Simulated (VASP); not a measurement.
# BN in VASP: further runs, part 2 of 2

VASP 6.6.1. Earlier steps stand in the parts before.

## 4. Relaxation of cell and atoms, PBE+D3(BJ)

Contents of INCAR:

```
SYSTEM = BN
PREC = Accurate
ENCUT = 600
EDIFF = 1E-6
ISMEAR = 0
SIGMA = 0.03
LREAL = .FALSE.
LASPH = .TRUE.
NELM = 80
ALGO = Normal
ISIF = 3
LWAVE = .FALSE.
LCHARG = .FALSE.
GGA = PE
IVDW = 12
IBRION = 2
NSW = 90
EDIFFG = -0.01
LATTICE_CONSTRAINTS = .TRUE. .TRUE. .FALSE.
KPAR = 2
```

Contents of KPOINTS:

```
Automatic mesh
0
G
  15 15 1
  0 0 0
```

Contents of POSCAR:

```
BN
1.0
    2.4982400000      0.0000000000      0.0000000000
   -1.2491200000      2.1635393000      0.0000000000
    0.0000000000      0.0000000000     21.3178500000
B N
2 2
Direct
    0.6666666700      0.3333333300      0.4221814100
    0.3333333300      0.6666666700      0.5778185900
    0.3333333300      0.6666666700      0.4221814100
    0.6666666700      0.3333333300      0.5778185900
```

Potentials or basis: VASP PAW PBE potentials, release 64 (B, N).

Run with:

```
$ cat potpaw_PBE.64/B/POTCAR potpaw_PBE.64/N/POTCAR > POTCAR
$ mpirun -np 2 vasp_std > vasp.out
```

OUTCAR:

```text
SYSTEM = BN
   PREC = Accurate
   ENCUT = 600
   EDIFF = 1E-6
   ISMEAR = 0
   LREAL = .FALSE.
   LASPH = .TRUE.
   NELM = 80
   ISIF = 3
   GGA = PE
   IVDW = 12
   IBRION = 2
   NSW = 90
   EDIFFG = -0.01
 IVDW          = 12

 ion  position               nearest neighbor table
   1  0.667  0.333  0.422-   3 1.44   3 1.44   3 1.44
   2  0.333  0.667  0.578-   4 1.44   4 1.44   4 1.44
   3  0.333  0.667  0.422-   1 1.44   1 1.44   1 1.44
   4  0.667  0.333  0.578-   2 1.44   2 1.44   2 1.44

  LATTYP: Found a hexagonal cell.
 ALAT       =     2.4982400000
 C/A-ratio  =     8.5331473357

  Lattice vectors:

 A1 = (   2.4982400000,   0.0000000000,   0.0000000000)
 A2 = (  -1.2491200000,   2.1635393000,   0.0000000000)
 A3 = (   0.0000000000,   0.0000000000,  21.3178500000)

Analysis of symmetry for initial positions (statically):
=====================================================================
 Subroutine PRICEL returns:
 Original cell was already a primitive cell.

 Routine SETGRP: Setting up the symmetry group for a
 hexagonal supercell.

 Subroutine GETGRP returns: Found 12 space group operations
 (whereof 12 operations were pure point group operations)
 out of a pool of 24 trial point group operations.

The static configuration has the point symmetry D_3d.

Analysis of symmetry for dynamics (positions and initial velocities):
=====================================================================
 Subroutine PRICEL returns:
 Original cell was already a primitive cell.

 Routine SETGRP: Setting up the symmetry group for a
 hexagonal supercell.

 Subroutine GETGRP returns: Found 12 space group operations
 (whereof 12 operations were pure point group operations)
 out of a pool of 24 trial point group operations.

The dynamic configuration has the point symmetry D_3d.

 Subroutine INISYM returns: Found 12 space group operations
 (whereof 12 operations are pure point group operations),
 and found     1 'primitive' translations

----------------------------------------------------------------------------------------

                                     Primitive cell

  volume of cell :     115.2238

  direct lattice vectors                    reciprocal lattice vectors
     2.498240000  0.000000000  0.000000000     0.400281798  0.231102805  0.000000000
    -1.249120000  2.163539300  0.000000000     0.000000000  0.462205609  0.000000000
     0.000000000  0.000000000 21.317850000     0.000000000  0.000000000  0.046909046

  length of vectors
     2.498240000  2.498239996 21.317850000     0.462205608  0.462205609  0.046909046

  position of ions in fractional coordinates (direct lattice)
     0.666666670  0.333333330  0.422181410
     0.333333330  0.666666670  0.577818590
     0.333333330  0.666666670  0.422181410
     0.666666670  0.333333330  0.577818590

  ion indices of the primitive-cell ions
   primitive index   ion index
                 1           1
                 2           2
                 3           3
                 4           4

----------------------------------------------------------------------------------------

 KPOINTS: Automatic mesh

Automatic generation of k-mesh.
 Grid dimensions read from file:
 generate k-points for:   15   15    1

 Generating k-lattice:

  Cartesian coordinates                     Fractional coordinates (reciprocal lattice)
     0.026685453  0.015406854  0.000000000     0.066666667  0.000000000  0.000000000
     0.000000000  0.030813707  0.000000000     0.000000000  0.066666667  0.000000000
     0.000000000  0.000000000  0.046909046     0.000000000  0.000000000  1.000000000

  Length of vectors
     0.030813707  0.030813707  0.046909046

  Shift w.r.t. Gamma in fractional coordinates (k-lattice)
     0.000000000  0.000000000  0.000000000

 Subroutine IBZKPT returns following result:
 ===========================================

 Found     27 irreducible k-points:

 Following reciprocal coordinates:
            Coordinates               Weight
  0.000000  0.000000  0.000000      1.000000
  0.066667 -0.000000  0.000000      6.000000
  0.133333 -0.000000  0.000000      6.000000
  0.200000 -0.000000  0.000000      6.000000
  0.266667 -0.000000  0.000000      6.000000
  0.333333 -0.000000  0.000000      6.000000
[... 16 lines left out ...]
  0.333333  0.200000  0.000000     12.000000
  0.400000  0.200000  0.000000      6.000000
 [... further k-points ...]
   k-points           NKPTS =     27   k-points in BZ     NKDIM =     27   number of bands    NBANDS=     12
   number of dos      NEDOS =    301   number of ions     NIONS =      4
   total plane-waves  NPLWV =  72000
   dimension x,y,z NGX =    20 NGY =   20 NGZ =  180
   dimension x,y,z NGXF=    40 NGYF=   40 NGZF=  360
   ions per type =               2   2
   NGX,Y,Z   is equivalent  to a cutoff of  13.31, 13.31, 14.04 a.u.
   NGXF,Y,Z  is equivalent  to a cutoff of  26.62, 26.62, 28.07 a.u.
 SYSTEM =  BN
   PREC   = accura    normal or accurate (medium, high low for compatibility)
   ISTART =      0    job   : 0-new  1-cont  2-samecut
   ICHARG =      2    charge: 1-file 2-atom 10-const
   ISPIN  =      1    spin polarized calculation?
   LNONCOLLINEAR =      F non collinear calculations
   LSORBIT =      F    spin-orbit coupling
   LASPH  =      T    aspherical Exc in radial PAW
   ENCUT  =  600.0 eV  44.10 Ry    6.64 a.u.   4.99  4.99 42.58*2*pi/ulx,y,z
   NELM   =     80;   NELMIN=  2; NELMDL= -5     # of ELM steps
   EDIFF  = 0.1E-05   stopping-criterion for ELM
   LREAL  =      F    real-space projection
   EDIFFG = -.1E-01   stopping-criterion for IOM
   NSW    =     90    number of steps for IOM
   IBRION =      2    ionic relax: 0-MD 1-quasi-New 2-CG
   NFREE  =      1    steps in history (QN), initial steepest desc. (CG)
   ISIF   =      3    stress and relaxation
   ISYM   =      2    0-nonsym 1-usesym 2-fastsym
   POTIM  = 0.5000    time-step for ionic-motion
   TEBEG  =    0.0;   TEEND  =   0.0 temperature during run
   PSTRESS=    0.0 pullay stress
   NELECT =      16.0000    total number of electrons
   NUPDOWN=      -1.0000    fix difference up-down
   EMIN   =  10.00;   EMAX   =-10.00  energy-range for DOS
   EFERMI =   0.00;   METHOD = LEGACY
   ISMEAR =     0;   SIGMA  =   0.03  broadening in eV -4-tet -1-fermi 0-gaus
   EFERMI_NEDOS =   21; number of points for ismear=-14 and -15
   IALGO  =     38    algorithm
   IMIX   =      4    mixing-type and parameters
     AMIX     =   0.40;   BMIX     =  1.00
     AMIX_MAG =   1.60;   BMIX_MAG =  1.00
  volume/ion in A,a.u.               =      28.81       194.39
  Fermi-wavevector in a.u.,A,eV,Ry     =   0.847749  1.602014  9.778217  0.718679
  Thomas-Fermi vector in A             =   1.963304
   LORBIT       =      0    0 simple, 1 ext, 2 COOP (PROOUT), +10 PAW based schemes
   GGA     = PE    functional components
   LHFCALC =     F    Hartree Fock is set to
   AEXX    =    0.0000 exact exchange contribution
   IVDW    =    12    specifies the selected vdW correction
   LEPSILON=     F    determine dielectric tensor
   LRPA    =     F    only Hartree local field effects (RPA)
 conjugate gradient relaxation of ions
 non-spin polarized calculation
 Gauss-broadening in eV      SIGMA  =   0.03
  energy-cutoff  :      600.00
  volume of cell :      115.22
 maximum number of plane-waves:      3909
 NGX is ok and might be reduce to    20
   NGX =  9   NGY =  9   NGZ = 85

--------------------------------------- Ionic step        1  -------------------------------------------

 number of electron      15.9999999 magnetization

 Free energy of the ion-electron system (eV)
  ---------------------------------------------------
  ext. energy  EPLUGINS =         0.00000000
  ---------------------------------------------------
  free energy    TOTEN  =       -35.17665081 eV

  energy without entropy =      -35.17665081  energy(sigma->0) =      -35.17665081

------------------------ aborting loop because EDIFF is reached ----------------------------------------

 Edisp (eV)   -0.42815

 E8    (eV) :    -0.1321
[... 159 lines left out ...]
--------------------------------------- Ionic step        5  -------------------------------------------

 number of electron      16.0000000 magnetization

 Free energy of the ion-electron system (eV)
  ---------------------------------------------------
  ext. energy  EPLUGINS =         0.00000000
  ---------------------------------------------------
  free energy    TOTEN  =       -35.18338271 eV

  energy without entropy =      -35.18338271  energy(sigma->0) =      -35.18338271

 E-fermi :  -3.1479     XC(G=0):  -3.5582

 val. band max:       -3.3406629234   @ k =   0.3333   0.3333   0.0000
 cond. band min:       1.1821725718   @ k =   0.4667   0.0667   0.0000
 fundamental gap:      4.5228354952
 Fermi energy:        -3.1479295592

 k-point     1 :       0.0000    0.0000    0.0000
  band No.  band energies     occupation
      1     -21.0316      2.00000
      2     -20.8832      2.00000
      3      -9.0563      2.00000
      4      -8.0021      2.00000
      5      -4.6602      2.00000
      6      -4.6602      2.00000
      7      -4.6414      2.00000
      8      -4.6414      2.00000
      9       1.5072      0.00000
     10       2.0079      0.00000
     11       2.6353      0.00000
     12       3.6309      0.00000
[... 331 lines left out ...]
 k-point    24 :       0.4000    0.2000    0.0000
  band No.  band energies     occupation
      1     -17.5654      2.00000
      2     -17.5373      2.00000
      3     -11.7522      2.00000
      4     -11.7090      2.00000
      5      -9.2458      2.00000
      6      -9.2076      2.00000
      7      -3.9272      2.00000
      8      -3.5427      2.00000
      9       1.3266      0.00000
     10       1.7290      0.00000
     11       8.6529      0.00000
     12       9.0558      0.00000

 [... further k-points ...]

------------------------ aborting loop because EDIFF is reached ----------------------------------------

 Edisp (eV)   -0.42492

 E8    (eV) :    -0.1311
[... 27 lines left out ...]
  FREE ENERGIE OF THE ION-ELECTRON SYSTEM (eV)
  ---------------------------------------------------
  free  energy   TOTEN  =       -35.6082999275 eV

  energy  without entropy=      -35.6082999275  energy(sigma->0) =      -35.60829993

 reached required accuracy - stopping structural energy minimisation
```

OSZICAR:

```text
N       E                     dE             d eps       ncg     rms          rms(c)
DAV:   1     0.146834767765E+03    0.14683E+03   -0.69659E+03   648   0.116E+03
DAV:   2    -0.219758463114E+02   -0.16881E+03   -0.15426E+03  1104   0.247E+02
DAV:   3    -0.385356393116E+02   -0.16560E+02   -0.16426E+02   812   0.993E+01
[... 52 lines left out ...]
       N       E                     dE             d eps       ncg     rms          rms(c)
DAV:   1    -0.351833844049E+02   -0.38801E-04   -0.47671E-03   684   0.636E-01    0.804E-03
DAV:   2    -0.351833843912E+02    0.13629E-07   -0.46527E-05   712   0.642E-02    0.695E-03
DAV:   3    -0.351833831898E+02    0.12014E-05   -0.15971E-06   624   0.140E-02    0.420E-03
DAV:   4    -0.351833827125E+02    0.47730E-06   -0.14263E-06   544   0.122E-02
   5 F= -.35608300E+02 E0= -.35608300E+02  d E =-.157064E-04
```

Wall time 1.9 min (2 MPI ranks of Intel Xeon Platinum 8259CL at 2.50GHz (Skylake/Cascade Lake), shared host); peak memory 0.28 GiB.

What came out:

```
Free energy                            : -35.6083 eV
Relaxed volume                         : 29.02 Å³/atom
Relaxed cell                           : a = 2.508 Å, b = 2.508 Å, c = 21.318 Å, α = 90.00°, β = 90.00°, γ = 120.00°
Space group after relaxing (to 0.05 Å) : P-3m1 (No. 164)
Energy gained by relaxing              : 0.9 meV/atom
Ionic steps                            : 5
Largest force after relaxing           : 0.008 eV/Å
Band gap on the k mesh                 : 4.52 eV, indirect (least direct gap 4.73 eV)
Dispersion energy per atom             : -0.106 eV
```

Forces on the atoms (eV/Å):
```
B    0.000  0.000 -0.008
B    0.000  0.000  0.008
N    0.000  0.000 -0.003
N    0.000  0.000  0.003
```

Step by step:
```tsv
step	energy change (eV)	largest force (eV/Å)	pressure (GPa)	volume (Å³)
1	0.0000	0.0291	0.84	115.22
2	0.0093	0.0139	-1.58	117.80
3	-0.0035	0.0186	-0.02	116.10
4	-0.0035	0.0187	0.00	116.08
5	-0.0035	0.0076	0.00	116.08
```

Final structure:
```
B N
1.0
     2.50753    0.00000    0.00000
    -1.25376    2.17158    0.00000
     0.00000    0.00000   21.31785
B N
2 2
Direct
  0.66667 0.33333 0.42221
  0.33333 0.66667 0.57779
  0.33333 0.66667 0.42212
  0.66667 0.33333 0.57788
```

## 5. Relaxation of cell and atoms, PBE+D3(BJ)

This run uses another cell than the first one, of 29.02 Å³/atom, 1.007 times its volume.

INCAR, as its differences from that of step 4:

```diff
@@ -3,3 +3,3 @@
 ENCUT = 600
-EDIFF = 1E-6
+EDIFF = 1E-7
 ISMEAR = 0
@@ -17,3 +17,3 @@
 NSW = 90
-EDIFFG = -0.01
+EDIFFG = -0.005
 LATTICE_CONSTRAINTS = .TRUE. .TRUE. .FALSE.
```

KPOINTS is that of step 4.

Contents of POSCAR:

```
BN                                      
1.0
    2.5075257224     -0.0000000000      0.0000000000
   -1.2537628612      2.1715809715      0.0000000000
    0.0000000000      0.0000000000     21.3178500000
  B               N             
     2     2
Direct
     0.6666666699999979    0.3333333300000021    0.4222087867150437
     0.3333333300000021    0.6666666699999979    0.5777912132849564
     0.3333333300000021    0.6666666699999979    0.4221230661204577
     0.6666666699999979    0.3333333300000021    0.5778769338795422
```

Run with:

```
$ cat potpaw_PBE.64/B/POTCAR potpaw_PBE.64/N/POTCAR > POTCAR
$ mpirun -np 2 vasp_std > vasp.out
```

It took 2.7 min on 2 MPI ranks of Intel Xeon Platinum 8259CL at 2.50GHz (Skylake/Cascade Lake), shared host; peak memory 0.28 GiB.

The run converged. Its results:

| Item | Value |
| --- | --- |
| Free energy | -35.6092 eV |
| Energy gained by relaxing | 0.1 meV/atom |
| Ionic steps | 14 |
| Largest force after relaxing | 0.004 eV/Å |
| Band gap on the k mesh | 4.53 eV, indirect (least direct gap 4.72 eV) |
| Dispersion energy per atom | -0.106 eV |

Forces on the atoms (eV/Å):
```
B    0.000  0.000  0.002
B    0.000  0.000 -0.002
N    0.000  0.000 -0.004
N    0.000  0.000  0.004
```

Step by step:
```csv
step,energy change (eV),largest force (eV/Å),pressure (GPa),volume (Å³)
1,0.0000,0.0080,0.00,116.08
2,0.0000,0.0064,-0.04,116.12
3,0.0000,0.0057,-0.03,116.11
4,0.0000,0.0070,-0.03,116.11
5,0.0000,0.0104,-0.02,116.10
6,0.0000,0.0179,-0.01,116.09
7,0.0000,0.0328,0.01,116.07
8,0.0000,0.0249,-0.01,116.08
9,0.0000,0.0245,-0.01,116.08
10,-0.0001,0.0236,-0.01,116.08
11,-0.0001,0.0223,-0.01,116.08
12,-0.0001,0.0196,-0.01,116.09
13,-0.0002,0.0142,-0.01,116.09
14,-0.0002,0.0044,-0.02,116.09
```

Final structure:
```
B N
1.0
     2.50762    0.00000    0.00000
    -1.25381    2.17166    0.00000
     0.00000    0.00000   21.31785
B N
2 2
Direct
  0.66667 0.33333 0.42146
  0.33333 0.66667 0.57854
  0.33333 0.66667 0.42140
  0.66667 0.33333 0.57860
```

Levels at points of the mesh, in eV from the valence-band top:
```csv
k point,band 4,band 5,band 6,band 7,band 8,band 9,band 10,band 11,band 12
"(0.00, 0.00, 0.00)",-4.69,-1.32,-1.32,-1.30,-1.30,4.83,5.32,6.01,6.96
```
